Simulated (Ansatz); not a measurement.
# Ruthenium, beta-Sn type under m-r²SCAN: structure, energy and stiffness

Aim: take ruthenium in the beta-Sn type structure, relax it, solve it on a dense k-mesh, then scale the cell to 7 volumes from 88 to 112 % of the relaxed one and try a fit of the equation of state. The start is ferromagnetic. The k-meshes are 14×14×10 for the relaxation; 27×27×19 for the dense run; 19×19×13 for the volumes.

Method: DFT m-r2SCAN, plane waves (500 eV) with PAW, scalar-relativistic; the PAW data stem from PBE, with regenerated cores; m-r²SCAN is r²SCAN on the gauge-invariant kinetic-energy density, in Ansatz 0.2.0.

## Step 1: The system as given

The structure is tetragonal, space group I4_1/amd (No. 141). Conventional cell: a = 4.707 Å, b = 4.707 Å, c = 2.570 Å, α = 90.00°, β = 90.00°, γ = 90.00°. Ru (site symmetry -4m2) is surrounded by 6 Ru at 2.44 to 2.57 Å.

Structure file:

```
CELL_PARAMETERS angstrom
-2.35335 2.35335 1.28493
2.35335 -2.35335 1.28493
2.35335 2.35335 -1.28493
ATOMIC_POSITIONS crystal
Ru 0.00000 0.00000 0.00000
Ru 0.75000 0.25000 0.50000
```

The atoms start with moments of +1 ×2 μB.

## Step 2: Relaxing cell and atoms

The input, input.yaml:

```yaml
crystal:
  lattice:
    - [-2.3533498774, 2.3533498774, 1.2849290331]
    - [2.3533498774, -2.3533498774, 1.2849290331]
    - [2.3533498774, 2.3533498774, -1.2849290331]
  atoms:
    - { symbol: Ru, position: [0.0, 0.0, 0.0], spin: 1.0 }
    - { symbol: Ru, position: [0.75, 0.25, 0.5], spin: 1.0 }
hamiltonian:
  xc: mr2scan
  pseudopotentials:
    kind: paw
    azcp:
      Ru: "pseudopotentials/Ru.paw.azcp"
basis:
  ecutwfc: 500
  fft_grid_basis: typed
kpoints:
  mp_grid: { grid: [14, 14, 10], shift: [0, 0, 0] }
magnetization:
  spin_polarized: true
scf:
  occupations: { method: fermi_dirac, width: 0.05 }
relax:
  max_steps: 60
  f_tol: 0.01
  cell: {}
output:
  write_density: true
  write_potential: true
  elf: true
  volumetric_format: npy
```

On the command line:

```sh
$ ansatz run input.yaml --threads 2 --pin off --max-ram 6144MiB --backend cpu --events-out ev --progress --plain --runs-dir out
```

The log of the run:

```text
Warning: crystal.symmetry: narrowed to the stabiliser of the k-point mesh — unitary ops 16 → 4; excluded 12 operations that carry a point of the 14×14×10 mesh (shift [0, 0, 0]) off the mesh (the run samples exactly the mesh kpoints.mp_grid names, as under crystal.symmetry.detect: false, and its converged state has the mesh's symmetry, not the crystal's; ε∞, the Born charges and the force constants of a linear response (`dielectric:` by the response, `phonons.method: dfpt`) are averaged over those of the crystal's operations that the state keeps within a tolerance, where `mesh_tensors`, `unaveraged_element` or `gamma_mean_max_change_ev_ang2` stands beside them; a row that `dielectric.field_direction` solves alone is averaged likewise, with nothing beside; a Γ-centred mesh of equal divisions is mapped onto itself by every operation and keeps the whole group, as does a half-shifted one under kpoints.further_shifts: images)
Warning: RAYON_NUM_THREADS=2 ignored (pool sized by the plan → 2); use --threads N
Engine: ansatz 0.2.0, x86_64-unknown-linux-gnu
Pseudopotentials: kind: paw
Pseudopotential: Ru, paw, valence charge 16, recommended cutoff 500 eV (meta_gga), <dir>
Functional definition: m-r2SCAN
  exchange = m_r2scan_x
  correlation = m_r2scan_c
Crystal: 2 atoms, lattice volume = 28.465 Å³
Basis set: ecut = 500 eV, 725 PW (Γ), exchange–correlation on 108×108×108 points (64 copies of the dense FFT grid, shifted against one another)
Bands: 21, of which v1, the nominal top of the filled ones, is band 16 counted from 1 (15 counted from 0)
Symmetry: 4 space group operations
k-points: 534 of 1960
Non-local potential: Ru, projectors of the file, l = 0: 3, l = 1: 2, l = 2: 2, l = 3: 1
PAW form: soft (Blöchl's): semilocal exchange-correlation on the pseudo side does not see the compensation charge
PAW frozen core: Ru, regenerated for the run's functional (the file was generated under x = pbe(κ = 0.804, μ = 0.2195149727645171), c = pbe(β = 0.06672455060314922))
PAW one-centre angular grid: Ru, 590 points (default); XC on 160 Gauss nodes
Initial density: superposition of atomic densities (chi_scale 0.1, normalization cell)
Starting moments: Σ|m| = 2 μB on 2 of 2 sites
Initial wavefunctions: pseudopotential atomic-orbital guess
Functional: x = mr2scan, c = mr2scan; τ floored in thin density (d = 2e-4 eV/Å³)
SCF iter   1: F=—  HF=-11780.537461 eV  |F-HF|=—  |Δ(HF+E_count)|=         —  Δρ=5.68e-2 (↑5.68e-2 ↓4.13e-2)  dr2=2.34e0  dr2_τ=2.25e-2  dr2_m=7.81e-2  M=1.399 μB ∫|m|=1.399 μB  β_m=1.00  ethr=3.10e-3  ⟨swp⟩=5.1  Hψ=94019  notcnv=0
Mixer restart at iter 1: flushing history
preconditioner: auto → none  [metal: Δε(μ)=0.002 eV  Ē_g=7.704 eV  σ=0.050 eV  W_gap=0.01  n_scr=8 (ndim 8)  ℏωp=27.8 eV  f_vac=0.000  D(μ)=2.19/eV (n_scr^D=16)  sad-step TF]
SCF iter   2: F=—  HF=-11779.520939 eV  |F-HF|=—  |Δ(HF+E_count)|=    1.02e0  Δρ=3.09e-2 (↑3.09e-2 ↓2.90e-2)  dr2=9.27e-1  dr2_τ=1.03e-2  dr2_m=2.69e-3  M=1.241 μB ∫|m|=1.242 μB  β_m=0.47  ethr=3.10e-3  ⟨swp⟩=2.2  Hψ=37267  notcnv=0  defer=146  κ⁻¹=1.0e0(r=1)
SCF iter   3: F=—  HF=-11779.246507 eV  |F-HF|=—  |Δ(HF+E_count)|=   2.74e-1  Δρ=1.27e-2 (↑1.08e-2 ↓1.27e-2)  dr2=4.72e-2  dr2_τ=1.30e-3  dr2_m=1.75e-2  M=0.974 μB ∫|m|=0.986 μB  β_m=1.00  ethr=2.90e-3  ⟨swp⟩=2.5  Hψ=38532  notcnv=0  defer=146  κ⁻¹=4.7e-2(r=2)
SCF iter   4: F=—  HF=-11779.654008 eV  |F-HF|=—  |Δ(HF+E_count)|=         —  Δρ=4.02e-2 (↑3.95e-2 ↓4.02e-2)  dr2=8.55e-3  dr2_τ=4.43e-2  dr2_m=4.08e-1  M=-0.280 μB ∫|m|=0.280 μB  β_m=1.00  ethr=1.48e-4  ⟨swp⟩=2.4  Hψ=41524  notcnv=0  defer=148
Mixer restart at iter 4: flushing history
SCF iter   5: F=—  HF=-11779.404305 eV  |F-HF|=—  |Δ(HF+E_count)|=   2.50e-1  Δρ=5.72e-3 (↑5.72e-3 ↓4.57e-3)  dr2=6.57e-4  dr2_τ=8.06e-4  dr2_m=6.81e-3  M=-0.117 μB ∫|m|=0.117 μB  β_m=0.51  ethr=1.56e-4  ⟨swp⟩=2.6  Hψ=45025  notcnv=0  defer=148
SCF iter   6: F=—  HF=-11779.404603 eV  |F-HF|=—  |Δ(HF+E_count)|=   2.98e-4  Δρ=4.16e-3 (↑4.16e-3 ↓3.73e-3)  dr2=1.19e-4  dr2_τ=1.18e-4  dr2_m=4.02e-3  M=-0.072 μB ∫|m|=0.072 μB  β_m=0.32  ethr=2.05e-6  ⟨swp⟩=2.1  Hψ=40601  notcnv=0  defer=119  κ⁻¹=1.0e0(r=1)
SCF iter   7: F=—  HF=-11779.404094 eV  |F-HF|=—  |Δ(HF+E_count)|=   5.09e-4  Δρ=2.06e-3 (↑2.02e-3 ↓2.06e-3)  dr2=1.69e-5  dr2_τ=1.75e-5  dr2_m=1.08e-3  M=0.015 μB ∫|m|=0.015 μB  β_m=1.00  ethr=3.71e-7  ⟨swp⟩=2.0  Hψ=39628  notcnv=0  defer=119  κ⁻¹=8.5e-2(r=2)
SCF iter   8: F=—  HF=-11779.402884 eV  |F-HF|=—  |Δ(HF+E_count)|=   1.21e-3  Δρ=5.09e-4 (↑3.71e-4 ↓5.09e-4)  dr2=1.52e-5  dr2_τ=4.10e-6  dr2_m=4.77e-5  M=0.101 μB ∫|m|=0.101 μB  β_m=1.00  ethr=5.28e-8  ⟨swp⟩=3.8  Hψ=51473  notcnv=0  defer=119  κ⁻¹=2.4e-2(r=3)
SCF iter   9: F=—  HF=-11779.402358 eV  |F-HF|=—  |Δ(HF+E_count)|=   5.26e-4  Δρ=6.05e-4 (↑6.05e-4 ↓5.51e-4)  dr2=3.14e-6  dr2_τ=9.66e-6  dr2_m=8.55e-5  M=0.103 μB ∫|m|=0.103 μB  β_m=1.00  ethr=4.76e-8  ⟨swp⟩=2.0  Hψ=39743  notcnv=0  defer=119  κ⁻¹=5.9e-3(r=4)
SCF iter  10: F=—  HF=-11779.402573 eV  |F-HF|=—  |Δ(HF+E_count)|=   2.15e-4  Δρ=3.52e-4 (↑3.52e-4 ↓3.46e-4)  dr2=3.01e-7  dr2_τ=3.49e-6  dr2_m=3.15e-5  M=0.073 μB ∫|m|=0.073 μB  β_m=1.00  ethr=9.81e-9  ⟨swp⟩=2.0  Hψ=40147  notcnv=0  defer=119  κ⁻¹=2.5e-4(r=5)
SCF iter  11: F=—  HF=-11779.402654 eV  |F-HF|=—  |Δ(HF+E_count)|=   8.09e-5  Δρ=2.76e-4 (↑2.69e-4 ↓2.76e-4)  dr2=1.22e-7  dr2_τ=2.13e-6  dr2_m=1.93e-5  M=0.055 μB ∫|m|=0.055 μB  β_m=1.00  ethr=9.40e-10  ⟨swp⟩=3.1  Hψ=55859  notcnv=0  defer=119  κ⁻¹=8.8e-6(r=6)
SCF iter  12: F=—  HF=-11779.402647 eV  |F-HF|=—  |Δ(HF+E_count)|=   6.94e-6  Δρ=2.84e-4 (↑2.77e-4 ↓2.84e-4)  dr2=1.21e-7  dr2_τ=2.25e-6  dr2_m=2.05e-5  M=0.057 μB ∫|m|=0.057 μB  β_m=1.00  ethr=3.81e-10  ⟨swp⟩=2.8  Hψ=42949  notcnv=0  defer=119  κ⁻¹=2.4e-8(r=7)
SCF iter  13: F=—  HF=-11779.402714 eV  |F-HF|=—  |Δ(HF+E_count)|=   6.70e-5  Δρ=1.92e-4 (↑1.86e-4 ↓1.92e-4)  dr2=8.41e-8  dr2_τ=1.01e-6  dr2_m=9.25e-6  M=0.037 μB ∫|m|=0.037 μB  β_m=1.00  ethr=3.77e-10  ⟨swp⟩=3.0  Hψ=57451  notcnv=0  defer=119  κ⁻¹=1.7e-8(r=8)
SCF iter  14: F=—  HF=-11779.402747 eV  |F-HF|=—  |Δ(HF+E_count)|=   3.26e-5  Δρ=1.16e-4 (↑1.16e-4 ↓1.12e-4)  dr2=1.22e-8  dr2_τ=3.70e-7  dr2_m=3.36e-6  M=-0.022 μB ∫|m|=0.022 μB  β_m=1.00  ethr=2.63e-10  ⟨swp⟩=4.0  Hψ=74250  notcnv=0  defer=119  κ⁻¹=2.3e-8(r=8)
SCF iter  15: F=—  HF=-11779.402764 eV  |F-HF|=—  |Δ(HF+E_count)|=   1.69e-5  Δρ=3.24e-5 (↑3.24e-5 ↓3.15e-5)  dr2=4.58e-9  dr2_τ=2.90e-8  dr2_m=2.62e-7  M=-0.007 μB ∫|m|=0.007 μB  β_m=1.00  ethr=3.80e-11  ⟨swp⟩=3.7  Hψ=68274  notcnv=0  defer=119  κ⁻¹=7.2e-8(r=8)
SCF iter  16: F=—  HF=-11779.402764 eV  |F-HF|=—  |Δ(HF+E_count)|=   3.03e-7  Δρ=2.86e-5 (↑2.86e-5 ↓2.83e-5)  dr2=5.67e-10  dr2_τ=2.32e-8  dr2_m=2.11e-7  M=-0.006 μB ∫|m|=0.006 μB  β_m=1.00  ethr=1.43e-11  ⟨swp⟩=2.0  Hψ=39727  notcnv=0  defer=119  κ⁻¹=1.8e-7(r=8)
SCF iter  17: F=—  HF=-11779.402765 eV  |F-HF|=—  |Δ(HF+E_count)|=   1.26e-6  Δρ=2.84e-6 (↑2.84e-6 ↓2.65e-6)  dr2=1.14e-10  dr2_τ=2.03e-10  dr2_m=1.84e-9  M=0.000 μB ∫|m|=0.000 μB  β_m=1.00  ethr=1.77e-12  ⟨swp⟩=4.0  Hψ=75073  notcnv=0  defer=119  κ⁻¹=1.3e-6(r=8)
SCF iter  18: F=—  HF=-11779.402765 eV  |F-HF|=—  |Δ(HF+E_count)|=   7.42e-9  Δρ=5.09e-7 (↑5.09e-7 ↓3.60e-7)  dr2=3.61e-11  dr2_τ=1.04e-12  dr2_m=7.21e-12  M=0.000 μB ∫|m|=0.000 μB  β_m=1.00  ethr=1.00e-12  ⟨swp⟩=3.0  Hψ=55778  notcnv=0  defer=119  κ⁻¹=1.4e-7(r=8)
SCF iter  19: F=—  HF=-11779.402765 eV  |F-HF|=—  |Δ(HF+E_count)|=   1.58e-9  Δρ=1.76e-6 (↑1.76e-6 ↓1.74e-6)  dr2=2.47e-12  dr2_τ=8.61e-11  dr2_m=7.96e-10  M=0.000 μB ∫|m|=0.000 μB  β_m=1.00  ethr=1.00e-12  ⟨swp⟩=4.0  Hψ=118669  notcnv=0  κ⁻¹=2.8e-8(r=8)
SCF iter  20: F=—  HF=-11779.402765 eV  |F-HF|=—  |Δ(HF+E_count)|=   1.48e-9  Δρ=3.59e-7 (↑3.59e-7 ↓3.51e-7)  dr2=1.03e-12  dr2_τ=3.65e-12  dr2_m=3.20e-11  M=-0.000 μB ∫|m|=0.000 μB  β_m=1.00  ethr=1.00e-12  ⟨swp⟩=6.1  Hψ=105819  notcnv=0  κ⁻¹=5.4e-8(r=8)
SCF iter  21: F=-11779.402765 eV  HF=-11779.402765 eV  |F-HF|=0.00e0  |Δ(HF+E_count)|=  1.31e-10  Δρ=2.33e-7 (↑1.97e-7 ↓2.33e-7)  dr2=1.16e-12  dr2_τ=1.18e-12  dr2_m=1.13e-11  M=0.000 μB ∫|m|=0.000 μB  ethr=1.00e-12  ⟨swp⟩=4.1  Hψ=117849  notcnv=0
WARN: the starting moments were not kept: the SCF closed with an absolute magnetisation of 1.9e-5 μB, where they sum to 2 μB in size (2 sites). That is at most 0.1 of that sum. Measured as dr2_m measures the in/out step, that magnetisation stands 1.0e-10 eV from none, at or under the dr2_threshold of 1.0e-7 eV: it is no larger than a step whose dr2_m would equal this threshold. The system may hold no moment; this SCF shows only that its start led to no more than that. To try another start: raise the starting moments (crystal.atoms[].spin, magnetization.per_species, magnetization.initial_magnetization, or on a non-collinear deck that types none of these the spinor_matrix: blocks that start its atoms; where the total moment is fixed, keep their sum and leave initial_magnetization as it is; typed ones take the place of any that the run laid by itself, positive ones on a crystal's lanthanoids without a Hubbard term where scf.initial_density.shell_occupations: [] is typed) or, if the notice of its spin-set hold's release reads "site moments contracting" or "site moments show no strong build", lengthen the hold (scf.mixing.spin_hold: { on: { confirm: 4 } }; for m-r²SCAN on two components see the key's manual first). Each may lead to a state that holds a moment. A second SCF, from the converged charge density, with the starting moments and any scf.initial_density.shell_occupations laid on it anew, would have followed, and was not run: the deck does not ask for one (magnetization.retry_lost_moments is false, the default). To let it run, set magnetization.retry_lost_moments: true and run the deck again, where that key's refused combinations let it; where memory then withholds it, that run's warning says so.
SCF 1 converged in 21 iterations: F = -11779.402765 eV  dr2 = 1.16e-12
relax step   1: F+E_penalty+E_count = -11779.40276510 eV  Δ(F+E_penalty+E_count) = +0.000e0 eV  max|allowed force component| = 1.165e-2 eV/Å  Δτ_max = 0.0000 Å  P = +16.419 GPa  Ω = 28.465 Å³  (21 SCF iters, accepted)
[... from here on, the SCF cycles and remarks between the steps are left out, and one step in 2 is shown ...]
relax step   2: F+E_penalty+E_count = -11779.49357730 eV  Δ(F+E_penalty+E_count) = -9.081e-2 eV  max|allowed force component| = 1.327e-2 eV/Å  Δτ_max = 0.0005 Å  P = -7.206 GPa  Ω = 31.074 Å³  energy of the carried Pulay correction = -1.990e-3 eV  (20 SCF iters, dr2 threshold 2.00e-7 eV, accepted)
relax step   4: F+E_penalty+E_count = -11779.55190755 eV  Δ(F+E_penalty+E_count) = -2.359e-2 eV  max|allowed force component| = 1.164e-2 eV/Å  Δτ_max = 0.0016 Å  P = +3.181 GPa  Ω = 30.028 Å³  energy of the carried Pulay correction = -1.213e-3 eV  (13 SCF iters, dr2 threshold 2.00e-7 eV, accepted)
relax step   6: F+E_penalty+E_count = -11779.61565408 eV  Δ(F+E_penalty+E_count) = -5.386e-2 eV  max|allowed force component| = 1.998e-1 eV/Å  Δτ_max = 0.0189 Å  P = +0.795 GPa  Ω = 30.091 Å³  energy of the carried Pulay correction = -1.261e-3 eV  (15 SCF iters, dr2 threshold 2.00e-7 eV, accepted)
relax step   8: F+E_penalty+E_count = -11780.01286902 eV  Δ(F+E_penalty+E_count) = -2.558e-1 eV  max|allowed force component| = 3.919e-1 eV/Å  Δτ_max = 0.0191 Å  P = +0.317 GPa  Ω = 29.470 Å³  energy of the carried Pulay correction = -7.880e-4 eV  (16 SCF iters, dr2 threshold 2.00e-7 eV, accepted)
relax step  10: F+E_penalty+E_count = -11780.60719697 eV  Δ(F+E_penalty+E_count) = -2.855e-1 eV  max|allowed force component| = 2.049e-1 eV/Å  Δτ_max = 0.0235 Å  P = +6.090 GPa  Ω = 28.436 Å³  energy of the carried Pulay correction = +2.334e-5 eV  (13 SCF iters, dr2 threshold 2.00e-7 eV, accepted)
relax step  12: F+E_penalty+E_count = -11780.74992425 eV  Δ(F+E_penalty+E_count) = -1.819e-2 eV  max|allowed force component| = 8.470e-2 eV/Å  Δτ_max = 0.0037 Å  P = +0.449 GPa  Ω = 28.955 Å³  energy of the carried Pulay correction = -3.873e-4 eV  (12 SCF iters, dr2 threshold 2.00e-7 eV, accepted)
relax step  14: F+E_penalty+E_count = -11780.75042975 eV  Δ(F+E_penalty+E_count) = -4.419e-4 eV  max|allowed force component| = 1.052e-3 eV/Å  Δτ_max = 0.0020 Å  P = -0.007 GPa  Ω = 28.963 Å³  energy of the carried Pulay correction = -3.937e-4 eV  (10 SCF iters, dr2 threshold 2.00e-7 eV, accepted)
relax step  16: F+E_penalty+E_count = -11780.75881273 eV  Δ(F+E_penalty+E_count) = -6.899e-5 eV  max|allowed force component| = 1.033e-4 eV/Å  Δτ_max = 0.0002 Å  P = +0.004 GPa  Ω = 28.994 Å³  energy of the carried Pulay correction = -1.931e-5 eV  (9 SCF iters, dr2 threshold 2.00e-7 eV, accepted)
relax step  17: F+E_penalty+E_count = -11780.75883280 eV  Δ(F+E_penalty+E_count) = -2.007e-5 eV  max|allowed force component| = 1.021e-4 eV/Å  Δτ_max = 0.0000 Å  P = +0.004 GPa  Ω = 28.994 Å³  stress off target by 3.09e-2 GPa  SCF on the basis re-selected at this cell (its energy is not comparable with the rows above)  (13 SCF iters)
[... 1 line left out ...]
SCF converged after 13 iterations
Stability not checked: this state was not tested for a lower state beside it, because the mixer in use, unlike msr1, does not test its closes by its own steps (another_mixer; see scf.mixing.algorithm and scf.lower_state_search)
Magnetization: -0.0000 μB (16.0000 up, 16.0000 down)
Absolute magnetization: 0.0000 μB (∫|ρ↑−ρ↓|, with the PAW one-centre terms)
Spin contamination: 0.0000 ħ² per cell (⟨S²⟩ above its minimum at these occupations)
Per-site moments (μB) at R_I (Å): [(-3.854922983405212e-9, 1.047452326669888), (-3.854922913984635e-9, 1.047452326669888)]
Free energy (F): -11780.758833 eV
Harris-Foulkes:  -11780.758833 eV  (|F-HF|=1.82e-12)
Internal energy: -11780.746752 eV  (E = F + TS)
E sigma→0 (E₀):  -11780.752792 eV
Entropy (-TS):   -0.012081 eV (-6.041 meV/atom)
Fermi energy:    21.605536 eV
--- Per-component energies (eV) ---
  E_band       = -192.354335
  E_kinetic    = 1029.125773
  E_local      = -2805.114945  (includes V_loc(G=0)·N_el)
  E_nonlocal   = 686.790879
  E_hartree    = 924.984829
  E_xc         = -367.997032
  E_vxc        = -533.040999  (∫ρ·V_xc dr)
  E_paw        = -6958.288642  (= ΣΔE_a)
  E_vpaw       = -457.613124  (= ΣTr[D̂ρ^β])
  E_aug_tail   = 0.000193  (compensation charges beyond the density's cutoff)
  E_vtau       = 37.528278  (kinetic-family band-sum trace: ∫τ·v_τ [+ j·A + Jᵃ·Aᵃ] dr)
  E_ewald      = -4289.625896
  E_core_change = -0.621911  (= ΣΔE_core)
  E_smearing   = -0.012081  (= −TS)
  E_closure    = 0.000000  (closes the sum)
  Σ components = -11780.758833   (vs F -11780.758833, Δ=0.00e0)
--- Forces (eV/Å), atoms counted from 1 ---
  atom   1  Ru    -0.00010212     0.00010212     0.00000000
  atom   2  Ru     0.00010212    -0.00010212    -0.00000000
  max |Σ_I F_I| component: 0.00e0 eV/Å
--- Stress (GPa, compression-positive) ---
        0.021907       0.006658      -0.000429
        0.006658       0.021907      -0.000429
       -0.000429      -0.000429      -0.030899
  P = ⅓ Tr σ = 0.0043 GPa (0.043 kbar)
--- Band table (eV; the first three rows and the last of 1068) ---
  k-point 0 ↑: bands = ["-53.6712", "-53.3537", "-23.3612", "-22.6929", "-22.5751", "-22.2177", "-22.1833", "-22.1728", "13.8192", "15.1161", "16.1064", "18.2421", "18.6132", "19.9465", "20.4742", "21.4601", "21.7625", "22.9536", "23.9184", "25.6058", "33.3607"]
  k-point 1 ↑: bands = ["-53.6576", "-53.3554", "-23.3326", "-22.7476", "-22.5615", "-22.2498", "-22.2214", "-22.1875", "14.1150", "15.4286", "16.1115", "18.2748", "18.6003", "19.8417", "20.5146", "20.7658", "22.3494", "22.9179", "22.9713", "26.9026", "33.2800"]
  k-point 2 ↑: bands = ["-53.6198", "-53.3621", "-23.2545", "-22.8820", "-22.5233", "-22.4200", "-22.2380", "-22.2335", "14.9195", "16.0546", "16.3229", "18.1783", "18.6421", "19.5423", "19.9522", "20.6699", "22.1359", "22.8828", "22.8895", "28.9250", "32.2710"]
  k-point 533 ↓: bands = ["-53.4496", "-53.4496", "-23.4218", "-23.4218", "-22.3446", "-22.3446", "-22.3090", "-22.3090", "15.6654", "15.6654", "18.1925", "18.1925", "19.3816", "19.3816", "22.1431", "22.1431", "22.3272", "22.3272", "23.6168", "23.6168", "30.8949"]
--- Relaxed structure (15 steps of the walk, 15 accepted, 2 SCFs on fresh bases) ---
  F+E_penalty+E_count = -11780.75883280 eV   max|allowed force component| = 1.021e-4 eV/Å   (the final SCF, on the basis selected at the relaxed cell)
  cell:  # Å, volume = 28.9943 Å³
    - [-3.0130395729516373, 2.602837187591999, 1.3258539967960912]
    - [2.602837187591999, -3.0130395729516373, 1.3258539967960912]
    - [2.268337766460969, 2.268337766460969, -2.0771404168455354]
  atoms:
    - { symbol: Ru, position: [-0.019702064425204967, 0.019702064425204967, 0.0] }
    - { symbol: Ru, position: [0.7697020644252052, 0.2302979355747949, 0.5000000000000001] }
```

Wall time 14 min (2 threads of AMD EPYC 7R43 (Zen 3), shared host); peak memory 1 GiB.

Relaxation path:

| step | energy change (meV/atom) | largest force (eV/Å) | pressure (GPa) | volume (Å³/atom) |
| --- | --- | --- | --- | --- |
| 1 | 0.00 | 0.0116 | 16.42 | 14.233 |
| 2 | -45.41 | 0.0133 | -7.21 | 15.537 |
| 3 | -62.78 | 0.0152 | -2.30 | 15.241 |
| 4 | -74.57 | 0.0116 | 3.18 | 15.014 |
| 5 | -79.51 | 0.0228 | 0.92 | 15.126 |
| 6 | -106.44 | 0.1998 | 0.79 | 15.046 |
| 7 | -177.16 | 0.3084 | 0.38 | 14.921 |
| 8 | -305.05 | 0.3919 | 0.32 | 14.735 |
| 9 | -459.45 | 0.4022 | 2.88 | 14.455 |
| 10 | -602.22 | 0.2049 | 6.09 | 14.218 |
| 11 | -664.49 | 0.3515 | 7.23 | 14.189 |
| 12 | -673.58 | 0.0847 | 0.45 | 14.477 |
| 13 | -673.61 | 0.0389 | -0.19 | 14.478 |
| 14 | -673.83 | 0.0011 | -0.01 | 14.481 |
| 15 | -677.99 | 0.0011 | 0.29 | 14.481 |
| 16 | -678.02 | 0.0001 | 0.00 | 14.497 |
| 17 | -678.03 | 0.0001 | 0.00 | 14.497 |

Steps that repeat a cell are solved on a basis chosen anew, so their changes of energy are no gain of the relaxation.

Changes in the cell that was computed:

|  | before | after | change |
| --- | --- | --- | --- |
| a (Å) | 3.568 | 4.197 | +17.6 % |
| b (Å) | 3.568 | 4.197 | +17.6 % |
| c (Å) | 3.568 | 3.822 | +7.1 % |
| α (°) | 97.45 | 103.28 | +6.0 % |
| β (°) | 97.45 | 103.28 | +6.0 % |
| γ (°) | 137.78 | 142.26 | +3.3 % |
| volume (Å³/atom) | 14.233 | 14.497 | +1.9 % |
| shortest distance (Å) | 2.439 | 2.539 | +4.1 % |
| space group (spins left aside) | I4_1/amd | Cmcm | changed |

(Part 1 of 2 ends here.)
